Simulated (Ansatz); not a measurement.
Eigenvalues along a path: PbO (CsCl type)

```xyz
2
Lattice="2.3686 0.0000 0.0000 0.0000 2.3686 0.0000 0.0000 0.0000 2.3686" Properties=species:S:1:pos:R:3 pbc="T T T"
Pb    0.0000    0.0000    0.0000
O     1.1843    1.1843    1.1843
```

The cell comes from a relaxation on PAW files under the same functional, begun from a prototype that needn't be the stable phase.

Level of theory: DFT with PBE, scalar-relativistic, in Ansatz 0.2.0; a Γ-centred 13×13×13 k mesh, Fermi–Dirac smearing of 0.05 eV, no spin polarisation. LAPW: all electrons, basis error target 1 meV/atom.

This run: volume at 0.4 of the series' base cell.

Spin–orbit coupling is left out, which matters for the heavy atoms. The structure type is held throughout; the real material can change phase at far lower pressure.

Path points, in fractions of the reciprocal vectors: Γ (0.000, 0.000, 0.000), X (0.000, 0.500, 0.000), M (0.500, 0.500, 0.000), R (0.500, 0.500, 0.500). The distance column jumps between branches of the path. Levels in eV from the Fermi level; bands 21 to 33, counted from the lowest band of the run. The gap is zero, the pressure 726.4 GPa.

```
# k(1/Å) point b21 b22 b23 b24 b25 b26 b27 b28 b29 b30 b31 b32 b33
0.000 Γ -31.35 -24.75 -24.75 -19.23 -19.23 -19.23 -9.48 -9.48 -9.48 -7.58 11.65 11.65 16.83
0.166 - -31.25 -24.73 -24.66 -19.35 -19.35 -19.22 -10.39 -9.31 -9.31 -6.73 11.16 11.63 16.58
0.332 - -30.94 -24.68 -24.39 -19.68 -19.68 -19.20 -11.83 -8.86 -8.86 -5.44 10.02 11.38 15.74
0.497 - -30.45 -24.60 -24.02 -20.13 -20.13 -19.17 -13.20 -8.22 -8.22 -4.24 8.69 10.49 14.49
0.663 - -29.80 -24.50 -23.70 -20.62 -20.62 -19.13 -14.30 -7.48 -7.48 -3.18 7.44 8.91 13.12
0.829 - -29.04 -24.40 -23.62 -21.06 -21.06 -19.09 -14.95 -6.76 -6.76 -2.25 6.38 6.93 11.84
0.995 - -28.21 -24.32 -23.89 -21.41 -21.41 -19.05 -15.13 -6.13 -6.13 -1.40 4.90 5.58 10.80
1.161 - -27.43 -24.40 -24.26 -21.63 -21.63 -19.03 -15.02 -5.71 -5.71 -0.61 3.18 5.09 10.12
1.326 X -27.04 -24.72 -24.24 -21.70 -21.70 -19.02 -14.94 -5.56 -5.56 -0.15 2.37 4.92 9.88
1.492 - -27.13 -24.60 -24.14 -21.67 -21.59 -19.10 -14.94 -6.09 -5.64 0.27 1.94 5.25 10.10
1.658 - -27.36 -24.36 -23.73 -21.59 -21.26 -19.31 -14.93 -7.33 -5.87 0.88 1.17 6.19 10.50
1.824 - -27.69 -24.15 -22.92 -21.45 -20.76 -19.62 -14.94 -8.84 -6.21 -0.46 2.17 7.62 10.57
1.990 - -28.04 -23.94 -21.82 -21.29 -20.10 -19.97 -14.96 -10.40 -6.62 -1.81 3.16 9.32 9.93
2.155 - -28.37 -23.72 -21.11 -20.54 -20.31 -19.30 -15.04 -11.94 -7.03 -3.05 4.09 8.64 11.07
2.321 - -28.63 -23.54 -20.96 -20.58 -19.24 -18.39 -15.21 -13.40 -7.38 -4.04 4.88 7.17 12.62
2.487 - -28.80 -23.41 -20.86 -20.76 -18.14 -17.37 -15.47 -14.75 -7.61 -4.71 5.44 6.06 13.71
2.653 M -28.86 -23.37 -20.82 -20.82 -17.64 -16.58 -15.66 -15.66 -7.70 -4.94 5.64 5.64 14.10
2.887 - -28.75 -23.46 -20.83 -20.76 -18.45 -17.95 -14.91 -14.63 -7.54 -4.47 5.70 6.00 13.44
3.122 - -28.51 -23.71 -20.82 -20.60 -19.80 -19.61 -13.83 -13.71 -7.16 -3.17 5.83 7.00 12.15
3.356 - -28.43 -23.98 -21.15 -20.82 -20.74 -20.36 -13.46 -12.57 -6.85 -1.63 6.21 8.36 10.79
3.591 - -28.87 -24.09 -22.37 -21.29 -20.54 -20.06 -13.19 -11.54 -6.91 -1.01 7.49 9.62 9.78
3.825 - -29.71 -24.23 -23.38 -20.93 -20.20 -19.75 -12.75 -10.68 -7.49 -1.93 9.29 10.19 10.44
4.059 - -30.56 -24.47 -24.13 -20.14 -19.77 -19.48 -11.94 -10.03 -8.37 -3.85 9.94 10.96 13.14
4.294 - -31.14 -24.68 -24.60 -19.48 -19.39 -19.30 -10.65 -9.62 -9.16 -6.06 11.00 11.42 15.80
4.528 Γ -31.35 -24.75 -24.75 -19.23 -19.23 -19.23 -9.48 -9.48 -9.48 -7.58 11.65 11.65 16.83
4.816 - -31.04 -24.58 -24.58 -19.55 -19.42 -19.42 -10.85 -9.45 -9.45 -5.50 11.07 11.07 15.34
5.103 - -30.20 -24.06 -24.06 -20.23 -19.98 -19.98 -12.12 -9.37 -9.37 -2.71 10.48 10.48 12.61
5.390 - -29.12 -23.25 -23.25 -20.81 -20.81 -20.52 -13.10 -9.23 -9.23 -1.22 10.22 10.22 11.45
5.677 - -28.24 -22.58 -22.58 -21.38 -21.38 -19.74 -14.25 -8.99 -8.99 -1.55 7.88 7.88 12.75
5.964 - -27.63 -23.27 -23.27 -20.40 -20.40 -18.57 -14.96 -8.60 -8.60 -2.16 4.54 4.54 13.88
6.251 - -26.94 -24.11 -24.11 -19.84 -19.05 -19.05 -12.58 -8.02 -8.02 -2.33 1.31 1.31 11.54
6.539 - -25.91 -24.69 -24.69 -21.99 -17.95 -17.95 -8.93 -7.26 -7.26 -2.36 -1.36 -1.36 7.31
6.826 R -24.89 -24.89 -24.89 -23.45 -17.51 -17.51 -6.73 -6.73 -6.73 -2.59 -2.59 -2.59 5.07
7.060 - -25.70 -24.79 -24.70 -22.38 -17.94 -17.67 -7.93 -7.86 -6.73 -2.50 -1.90 -1.49 6.65
7.295 - -26.67 -24.49 -24.14 -20.66 -19.00 -18.18 -10.22 -9.80 -6.72 -2.37 -0.09 0.37 10.18
7.529 - -27.34 -24.01 -23.32 -20.31 -19.06 -19.04 -12.28 -11.46 -6.66 -2.15 1.96 2.40 14.02
7.764 - -27.68 -23.43 -22.56 -21.60 -20.09 -18.33 -13.68 -11.93 -6.54 -1.71 2.85 5.09 12.95
7.998 - -27.72 -22.80 -22.77 -22.71 -20.25 -19.02 -14.46 -10.68 -6.33 -0.93 2.80 7.48 9.88
8.233 - -27.51 -23.72 -23.54 -22.24 -20.25 -19.65 -14.82 -8.60 -6.02 0.23 1.92 7.32 9.05
8.467 - -27.20 -24.46 -24.06 -21.85 -21.29 -19.18 -14.93 -6.56 -5.70 0.62 1.61 5.56 9.73
8.701 X -27.04 -24.72 -24.24 -21.70 -21.70 -19.02 -14.94 -5.56 -5.56 -0.15 2.37 4.92 9.88
10.577 R -24.89 -24.89 -24.89 -23.45 -17.51 -17.51 -6.73 -6.73 -6.73 -2.59 -2.59 -2.59 5.07
10.743 - -25.43 -24.79 -24.79 -22.83 -17.80 -17.52 -7.34 -7.34 -6.76 -2.85 -1.97 -1.97 5.90
10.909 - -26.25 -24.50 -24.50 -21.74 -18.59 -17.53 -8.62 -8.62 -6.83 -3.39 -0.66 -0.66 8.04
11.075 - -27.02 -24.02 -24.02 -20.57 -19.66 -17.55 -10.09 -10.09 -6.95 -3.90 0.82 0.82 10.98
11.240 - -27.67 -23.38 -23.38 -20.81 -19.39 -17.57 -11.57 -11.57 -7.11 -4.30 2.28 2.28 14.36
11.406 - -28.18 -22.62 -22.62 -21.85 -18.31 -17.60 -12.99 -12.99 -7.29 -4.59 3.61 3.61 16.31
11.572 - -28.56 -22.67 -21.82 -21.82 -17.62 -17.41 -14.28 -14.28 -7.49 -4.79 4.68 4.68 15.13
11.738 - -28.78 -23.19 -21.12 -21.12 -17.63 -16.80 -15.26 -15.26 -7.64 -4.91 5.39 5.39 14.37
11.904 M -28.86 -23.37 -20.82 -20.82 -17.64 -16.58 -15.66 -15.66 -7.70 -4.94 5.64 5.64 14.10
```
